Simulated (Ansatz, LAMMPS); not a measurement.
# Relaxing amorphous Al2O3 at 3.05 g/cm^3 (90 atoms), part 4 of 4

Wanted: the relaxed structure of amorphous Al2O3 at 3.05 g/cm^3 (90 atoms) and its electronic structure.

Ansatz 0.2.0; Kohn-Sham DFT, PBE, PAW (set soft_2), plane waves.

The cell: 36 Al and 54 O. The quench rate of 50 K/ps is many orders above laboratory rates. The starting topology of bonds comes from the classical model. Only the Γ point is sampled in the main run, in a cell whose shortest periodic width is 10 Å.

So far. Step 4 (Relaxation): The relaxation changed the energy by -18.5 meV/atom, and atoms moved by 0.10 Å r.m.s., 0.33 Å at most. Step 7 (K-mesh 2×2×2): Forces differ from those of the single point at the relaxed geometry by 6.7 meV/Å r.m.s.; the energy by -2.3 meV/atom and the pressure by +0.035 GPa. It took 2.1 min and 9 cycles; the reference's time can't be set against it, since the two runs asked for unlike analyses.

## Step 8: Functional HSE06

HSE06 mixes in a quarter of exact exchange at short range, which counters self-interaction, at a higher cost.

This step: Kohn-Sham DFT, HSE06, PAW (set soft_2), plane waves (Ansatz 0.2.0).

File input.yaml:

```yaml
crystal:
  lattice:
    - [9.9973, 0.0, 0.0]
    - [0.0, 9.9973, 0.0]
    - [0.0, 0.0, 9.9973]
  atoms:
    [... the 90 atom lines of step 6 ...]
kpoints:
  mp_grid: { grid: [1, 1, 1] }
hamiltonian:
  xc: hse06
scf:
  occupations: { method: fermi_dirac, width: 0.025 }
output:
  forces: true
  stress: true
  populations: true
  dos:
    method: { smearing: { sigma: 0.08 } }
    de: 0.05
    projected: { site_lists: { Al: [Al], O: [O] } }
  eigenvalues: true
```

Started as:

```
> ansatz run input.yaml --threads 4 --pin off --max-ram 8192MiB --backend cpu --events-out ev --progress --plain --runs-dir out
```

Numbers of over 12 decimals in the logs are rounded to 6 here.

Log:

```text
Warning: output.stress: scf.convergence.dr2_threshold = 1e-7 eV (the SCF's general default) is looser than the 1.6e-9 eV advised for a printed stress (1e-10 eV for each atom of the cell: 90, of which 16 are counted). What an SCF threshold leaves in a stress goes as its square root, and in the free energy as the threshold itself, and one threshold admits the most on a small cell: [...]
Warning: output.stress: scf.exx.energy_threshold = 1e-6 eV is looser than the 1.6e-7 eV advised for a stress under a hybrid functional (1e-8 eV for each atom of the cell: 90, of which 16 are counted). Every SCF of the exchange loop can meet its threshold on dr2 while the loop round them stops early: [...]
exact exchange: scf.exx.singularity resolves to wigner_seitz, which cuts the screened interaction at the faces of the exchange supercell's Wigner-Seitz cell, so that each pair interacts once, at the shortest of its separations (the periodic images that this leaves out come, [...]
[...]
Crystal: 90 atoms, lattice volume = 999.190 Å³
Basis set: ecut = 420 eV, 19549 PW (Γ), exchange–correlation on 144×144×144 points (8 copies of the dense FFT grid, shifted against one another)
Bands: 306, of which v1, the nominal top of the filled ones, is band 216 counted from 1 (215 counted from 0)
Symmetry: 1 space group operations
[...]
k-points: 1
[...]
SCF iter   1: F=—  HF=-50116.476862 eV  |F-HF|=—  |Δ(HF+E_count)|=         —  Δρ=2.48e-3  dr2=7.81e-2  ethr=1.77e-3  ⟨swp⟩=13.0  Hψ=1786  notcnv=0
[...]
SCF iter   4: F=-50116.499694 eV  HF=-50116.499765 eV  |F-HF|=7.08e-5  |Δ(HF+E_count)|=   3.22e-3  Δρ=3.06e-4  dr2=6.30e-4  ethr=6.08e-7  ⟨swp⟩=6.0  Hψ=702  notcnv=0  defer=3
SCF 1 stopped early in 4 iterations: F = -50116.499694 eV  dr2 = 6.30e-4
[...]
Exchange kernel: α = 0.2500, screened, ω = 0.2079 Å⁻¹, Wigner–Seitz truncation, v(0) = 905.6675 eV·Å³, q-mesh 1×1×1, nearest image of the exchange supercell L = 10.00 Å, pair-density grid 50×50×50, without the augmentation charges, whose exchange is taken in its separable form (sized by the pseudopotential files, [...]
Frozen-core exchange: fock
SCF iter   1: F=—  HF=-50126.226537 eV  |F-HF|=—  |Δ(HF+E_count)|=         —  Δρ=6.82e-3  dr2=3.57e-1  ethr=1.46e-6  ⟨swp⟩=14.0  Hψ=1761  notcnv=0
[...]
SCF iter   5: F=—  HF=-50126.236661 eV  |F-HF|=—  |Δ(HF+E_count)|=   1.71e-3  Δρ=2.21e-4  dr2=4.73e-4  ethr=9.99e-8  ⟨swp⟩=6.0  Hψ=819  notcnv=0
SCF iter   6: F=-50126.236551 eV  HF=-50126.236559 eV  |F-HF|=7.79e-6  |Δ(HF+E_count)|=   1.01e-4  Δρ=4.66e-5  dr2=3.43e-5  ethr=9.99e-8  ⟨swp⟩=3.0  Hψ=656  notcnv=0
SCF 2 stopped early in 6 iterations: F = -50126.236551 eV  dr2 = 3.43e-5
  Residual-converged pass: ⟨swp⟩=4.0  Hψ=909  notcnv=0  max |occ|·‖R‖ = 4.8e-6 eV (tolerance 6.7e-6 eV)  dr2=3.68e-5  dr2_onsite=3.21e-6  max |Δocc| = 0.0e0
[...]
hybrid outer 1: dexx = +1.577e-1 eV, tail = 1.79e-4 eV
[...]
Frozen-core exchange: fock
SCF iter   1: F=—  HF=-50126.235486 eV  |F-HF|=—  |Δ(HF+E_count)|=         —  Δρ=4.84e-5  dr2=1.90e-5  ethr=2.07e-7  ⟨swp⟩=19.0  Hψ=1025  notcnv=0
[...]
SCF iter   4: F=-50126.235484 eV  HF=-50126.235484 eV  |F-HF|=1.53e-10  |Δ(HF+E_count)|=   4.36e-8  Δρ=1.56e-6  dr2=9.80e-9  ethr=6.94e-11  ⟨swp⟩=6.0  Hψ=700  notcnv=0  defer=3
SCF 3 converged in 4 iterations: F = -50126.235484 eV  dr2 = 9.80e-9
[...]
hybrid outer 2: dexx = +1.764e-6 eV, tail = 4.13e-8 eV, Δε = 1.25e-3 eV (about 2.11e-5 eV left of the loop's levels), ΔF = 3.03e-3 eV/Å (tail 2.43e-4)
hybrid SCF converged: 2 outer / 10 inner (+4 warm-up), last move |dexx| = 1.76e-6 eV, tail = 4.13e-8 eV
Stability not checked: this state was not tested for a lower state beside it, because the functional holds exact exchange (a hybrid, or Hartree-Fock), whose exchange loop this test does not read (fock_operator; see scf.lower_state_search)
Free energy (F): -50126.235485 eV
Frozen-core exchange: fock
[...]
Internal energy: -50126.235485 eV  (E = F + TS)
E sigma→0 (E₀):  -50126.235485 eV
Fermi energy:    6.534770 eV
[...]
Σ components = -50126.235485   (vs F -50126.235485, Δ=0.00e0)
--- Forces (eV/Å), atoms counted from 1 ---
  atom   1  Al     0.04127546    -0.08632091    -0.15735586
  atom   2  Al     0.04738193    -0.05461011    -0.00711059
  atom   3  Al    -0.00587564    -0.06119708    -0.09116676
  atom   4  Al     0.03679646    -0.05161882     0.07839610
[...]
atom  90  O     -0.03335419     0.10789413    -0.06418532
  max |Σ_I F_I| component: 1.22e-4 eV/Å
--- Stress (GPa, compression-positive) ---
       -2.402547       0.193245       0.831766
        0.193248      -6.438851      -0.488635
        0.831756      -0.488621      -8.738958
  P = ⅓ Tr σ = -5.8601 GPa (-58.601 kbar)
--- Band table (eV) ---
[...]
--- Löwdin populations: 90 sites ---
  site symbol       q [e]
     0     Al      1.5962
     1     Al      1.5627
     2     Al      1.5990
[...]
89      O      6.8818
  spilling = 0.008726 (of n_electrons = 432.000000)
```

Run time: 2.8 min. Hardware: 4 threads of Arm Neoverse V1, shared host; peak memory 2.7 GiB.

The program notes that the exchange threshold is loose for the stress and the SCF threshold is loose for the stress.

Geometry and reference: those of the single point at the relaxed geometry.

Forces differ from those of the single point at the relaxed geometry by 90 meV/Å r.m.s.; the pressure by -5.7 GPa and the gap by +1.7 eV. It took 2.8 min and 14 cycles; the reference's time can't be set against it, since the two runs asked for unlike analyses.

Read from the output:

```yaml
free_energy: -50126.2355 eV
free_energy_per_atom: -556.9582 eV/atom
scf_cycles: 14
pressure: -5.86 GPa
r_m_s_force_component: 0.09063 eV/Å
longest_force: 0.39 eV/Å
fermi_energy: 6.535 eV
spacing_of_highest_filled_and_lowest_empty_level: 5.209 eV
spilling_of_the_projection: 0.008726
```

Length of the force by element and coordination:

```csv
element,coordination,atoms,mean length of the force (eV/Å),spread,least,most
Al,all,36,0.098,0.0474,0.0308,0.208
Al,4,21,0.109,0.0515,0.0308,0.208
Al,5,12,0.0834,0.0358,0.039,0.152
Al,6,3,0.0788,0.0345,0.0378,0.122
O,all,54,0.161,0.0858,0.0232,0.39
O,2,6,0.302,0.0464,0.233,0.371
O,3,42,0.153,0.0699,0.0272,0.39
O,4,6,0.0717,0.0401,0.0232,0.138
```

Löwdin charges by element and coordination (they lack the spilled electrons, 0.042 e an atom on average):

```csv
element,coordination,atoms,mean charge (e),spread,least,most
Al,all,36,1.40,0.0287,1.33,1.45
Al,4,21,1.42,0.0146,1.40,1.45
Al,5,12,1.38,0.0174,1.35,1.42
Al,6,3,1.35,0.0149,1.33,1.36
O,all,54,-0.866,0.0163,-0.913,-0.831
O,2,6,-0.902,0.0074,-0.913,-0.891
O,3,42,-0.864,0.0069,-0.882,-0.85
O,4,6,-0.840,0.0043,-0.845,-0.831
```

States in the cell by windows of 1 eV, zero at the Fermi level; the larger projections on atomic orbitals stand beside the total:

```csv
from (eV),to (eV),total,O p,Al p
-10,-9,24.9,18.8,1.7
-9,-8,32.0,24.7,3.0
-8,-7,46.1,37.0,5.8
-7,-6,50.4,42.7,5.4
-6,-5,57.4,51.6,4.0
-5,-4,60.8,57.4,1.9
-4,-3,45.0,43.1,1.0
-3,-2,7.5,7.2,0.2
-2,2,0.0,0.0,0.0
2,3,2.0,0.0,0.1
3,4,0.0,0.0,0.0
4,5,5.5,0.8,2.3
```

Between -24 and -10 eV lie 108 more states.

The levels nearest the highest filled one (over half full), pooled over k-points and spins:

```csv
level less the highest filled one (eV),occupation
-0.485,2
-0.469,2
-0.419,2
-0.325,2
-0.230,2
0,2
5.21,0
7.16,0
7.48,0
7.55,0
7.68,0
7.71,0
```

## Step 9: Functional r2SCAN (500 eV)

The meta-GGA r2SCAN uses the kinetic energy density as well as the density and its gradient. Besides, the cutoff goes from 420 to 500 eV.

This step: Kohn-Sham DFT, r2SCAN, PAW (set soft_2), plane waves (Ansatz 0.2.0).

Edit input.yaml of step 8 so:

```diff
@@ -10,3 +10,3 @@
 hamiltonian:
-  xc: hse06
+  xc: r2scan
 scf:
```

Log:

```text
[...]
Crystal: 90 atoms, lattice volume = 999.190 Å³
Basis set: ecut = 500 eV, 25413 PW (Γ), exchange–correlation on 300×300×300 points (64 copies of the dense FFT grid, shifted against one another)
Bands: 306, of which v1, the nominal top of the filled ones, is band 216 counted from 1 (215 counted from 0)
Symmetry: 1 space group operations
[...]
k-points: 1
[...]
SCF iter   1: F=—  HF=-50298.719479 eV  |F-HF|=—  |Δ(HF+E_count)|=         —  Δρ=7.95e-3  dr2=7.09e-1  dr2_τ=5.30e0  ethr=1.77e-3  ⟨swp⟩=6.0  Hψ=1348  notcnv=0  defer=39
[...]
SCF iter   8: F=—  HF=-50301.855772 eV  |F-HF|=—  |Δ(HF+E_count)|=   2.90e-7  Δρ=3.99e-6  dr2=1.87e-7  dr2_τ=1.16e-8  ethr=3.44e-10  ⟨swp⟩=2.0  Hψ=438  notcnv=0  defer=83
SCF iter   9: F=-50301.855772 eV  HF=-50301.855772 eV  |F-HF|=1.27e-8  |Δ(HF+E_count)|=   3.46e-8  Δρ=1.91e-6  dr2=2.95e-8  dr2_τ=3.55e-9  ethr=2.31e-11  ⟨swp⟩=17.0  Hψ=1890  notcnv=0
SCF 1 converged in 9 iterations: F = -50301.855772 eV  dr2 = 2.95e-8
[...]
SCF converged after 9 iterations
Free energy (F): -50301.855772 eV
[...]
Internal energy: -50301.855772 eV  (E = F + TS)
E sigma→0 (E₀):  -50301.855772 eV
Fermi energy:    6.868955 eV
[...]
Σ components = -50301.855772   (vs F -50301.855772, Δ=0.00e0)
--- Forces (eV/Å), atoms counted from 1 ---
  atom   1  Al     0.01823836    -0.09251704    -0.10552424
  atom   2  Al     0.04547320    -0.04904990     0.00689199
  atom   3  Al    -0.01040247    -0.01368787    -0.04214966
  atom   4  Al     0.02936592    -0.02639928     0.05281453
[...]
atom  90  O     -0.03517024     0.05335174    -0.06544753
  max |Σ_I F_I| component: 1.01e-4 eV/Å
--- Stress (GPa, compression-positive) ---
       -2.072411       0.176513       0.816008
        0.176582      -6.233813      -0.451205
        0.815993      -0.451210      -8.395853
  P = ⅓ Tr σ = -5.5674 GPa (-55.674 kbar)
--- Band table (eV) ---
[...]
--- Löwdin populations: 90 sites ---
  site symbol       q [e]
     0     Al      1.5967
     1     Al      1.5641
     2     Al      1.6014
[...]
89      O      6.8833
  spilling = 0.008629 (of n_electrons = 432.000000)
```

Wall time 37 s (4 threads); peak memory 2.5 GiB; 2.4 min of CPU time.

Geometry and reference: those of the single point at the relaxed geometry.

Forces differ from those of the single point at the relaxed geometry by 70 meV/Å r.m.s.; the pressure by -5.4 GPa and the gap by +0.63 eV. It took 37 s and 9 cycles; the reference's time can't be set against it, since the two runs asked for unlike analyses.

## Step 10: Functional PBEsol

PBEsol restores the gradient expansion of exchange for slowly varying densities and usually gives shorter bonds in solids than PBE.

This step: Kohn-Sham DFT, PBEsol, PAW (set soft_2), plane waves (Ansatz 0.2.0).

Edit input.yaml of step 9 so:

```diff
@@ -10,3 +10,3 @@
 hamiltonian:
-  xc: r2scan
+  xc: pbesol
 scf:
```

Log:

```text
[...]
Crystal: 90 atoms, lattice volume = 999.190 Å³
Basis set: ecut = 420 eV, 19549 PW (Γ), exchange–correlation on 144×144×144 points (8 copies of the dense FFT grid, shifted against one another)
Bands: 306, of which v1, the nominal top of the filled ones, is band 216 counted from 1 (215 counted from 0)
Symmetry: 1 space group operations
[...]
k-points: 1
[...]
SCF iter   1: F=—  HF=-49294.910641 eV  |F-HF|=—  |Δ(HF+E_count)|=         —  Δρ=1.30e-2  dr2=1.37e0  ethr=1.77e-3  ⟨swp⟩=6.0  Hψ=1362  notcnv=0  defer=43
[...]
SCF iter   8: F=—  HF=-49294.513409 eV  |F-HF|=—  |Δ(HF+E_count)|=   2.89e-7  Δρ=4.15e-6  dr2=1.96e-7  ethr=5.95e-10  ⟨swp⟩=2.0  Hψ=397  notcnv=0  defer=83
SCF iter   9: F=-49294.513409 eV  HF=-49294.513409 eV  |F-HF|=2.70e-8  |Δ(HF+E_count)|=   2.25e-7  Δρ=2.72e-6  dr2=6.06e-8  ethr=2.31e-11  ⟨swp⟩=16.0  Hψ=1759  notcnv=0
SCF 1 converged in 9 iterations: F = -49294.513409 eV  dr2 = 6.06e-8
[...]
SCF converged after 9 iterations
Free energy (F): -49294.513409 eV
[...]
Internal energy: -49294.513409 eV  (E = F + TS)
E sigma→0 (E₀):  -49294.513409 eV
Fermi energy:    6.746470 eV
[...]
Σ components = -49294.513409   (vs F -49294.513409, Δ=0.00e0)
--- Forces (eV/Å), atoms counted from 1 ---
  atom   1  Al    -0.00314662    -0.01660715     0.00181606
  atom   2  Al     0.02749816    -0.00331984    -0.00913033
  atom   3  Al    -0.00396658     0.02137654    -0.02007823
  atom   4  Al    -0.02372674    -0.00207293     0.03963545
[...]
atom  90  O      0.00956735     0.03571832     0.00312080
  max |Σ_I F_I| component: 4.81e-5 eV/Å
--- Stress (GPa, compression-positive) ---
       -0.627048       0.066025       0.699432
        0.066028      -4.537879      -0.407719
        0.699424      -0.407706      -6.259641
  P = ⅓ Tr σ = -3.8082 GPa (-38.082 kbar)
--- Band table (eV) ---
[...]
--- Löwdin populations: 90 sites ---
  site symbol       q [e]
     0     Al      1.6765
     1     Al      1.6400
     2     Al      1.6786
[...]
89      O      6.8328
  spilling = 0.008521 (of n_electrons = 432.000000)
```

Wall time 13 s (4 threads); peak memory 1.2 GiB.

Geometry and reference: those of the single point at the relaxed geometry.

Forces differ from those of the single point at the relaxed geometry by 29 meV/Å r.m.s.; the pressure by -3.7 GPa and the gap by -0.11 eV.

## Step 11: The ladder side by side

Each row is set against the single point at the relaxed geometry (Kohn-Sham DFT, PBE, PAW (set soft_2), plane waves; r.m.s. force component 0.00709 eV/Å). Energies are set beside the reference only for runs with its functional, potentials and electron count. Times are for 4 threads of Arm Neoverse V1, shared host. The reference's time includes grids, which some other runs skip.

```csv
run,"Δ force, r.m.s. (meV/Å)",Δ energy (meV/atom),Δ pressure (GPa),Δ gap (eV),cycles,time,host memory (GiB)
reference,-,-,-,-,9,15 s,1.2
k-mesh 2×2×2,6.65,-2.27,0.0346,0.002,9,2.1 min,6.0
functional HSE06,90.4,-,-5.72,1.69,14,2.8 min,2.7
functional r2SCAN (500 eV),70.2,-,-5.43,0.633,9,37 s,2.5
functional PBEsol,29.1,-,-3.67,-0.109,9,13 s,1.2
```

## Step 12: Results

```yaml
energy_change_in_the_relaxation: -18.51 meV/atom
r_m_s_displacement: 0.101 Å
largest_displacement: 0.33 Å
free_energy_per_atom: -556.8500 eV/atom
pressure: -0.1395 GPa
r_m_s_force_component: 0.00709 eV/Å
spacing_of_highest_filled_and_lowest_empty_level: 3.518 eV
wall_time_of_the_7_dft_runs: 6.8 min
```

In words: Relaxation lowers the energy by 18.5 meV/atom and moves atoms by 0.10 Å r.m.s.; the r.m.s. force component goes from 0.43 to 0.0071 eV/Å. By the final cutoffs 0 of 160 bonded pairs parted and 2 joined. From the first step to the last the energy fell by 1.666 eV, and the largest move was 0.33 Å (O41). The O-Al bonds go from 1.834 Å (spread 0.117) to 1.842 Å (spread 0.090), and their number from 160 to 162. Counting bonds as in the table, 58 % of Al atoms have 4 and 78 % of O atoms have 3 bonded neighbours. 11 % of the oxygens bridge two formers (Al) and 0 % are non-bridging; 78 % join three; 11 % join four. Between filled and empty levels lie 3.52 eV (at Γ alone); a semilocal functional tends to put such gaps too low. In a disordered cell it changes from sample to sample, and tail or defect levels can set it.

Among the changes of functional, dispersion, potentials or spin set against this reference, functional HSE06 moves the forces most, by 90 meV/Å r.m.s. The gap changes by +1.69 eV with HSE06.

What to keep in mind: The network of bonds at the start is that of the classical potential that made the cell; in DFT 0 of its 160 bonded pairs passed out of the cutoffs and 2 came within them. The stress is far from hydrostatic: its diagonal is 3.1, -0.9, -2.6 GPa, compression counted positive.

Calculation beside experiment:

```csv
quantity,measured,this cell,difference,method of the measurement
number of O about Al,4.73,4.5,-4.9 %,27Al MAS NMR
```

The cell differs from the measured neighbour counts by up to 4.9 %. The network comes from the model that made the cell; in DFT 0 of its 160 bonded pairs passed out of the cutoffs and 2 came within them. Our coordination numbers hang on a cutoff, and experiments count neighbours in their own ways.

[Logs are printed without paths, hosts, clocks, repeated set-up lines and the standing remarks that a program may print on its own settings, such as how far it seeks lower states.]

[Hosts, paths, dates, database ids (printed as entryN), source tags and the programs' standing remarks are cut or masked in the printed files.]
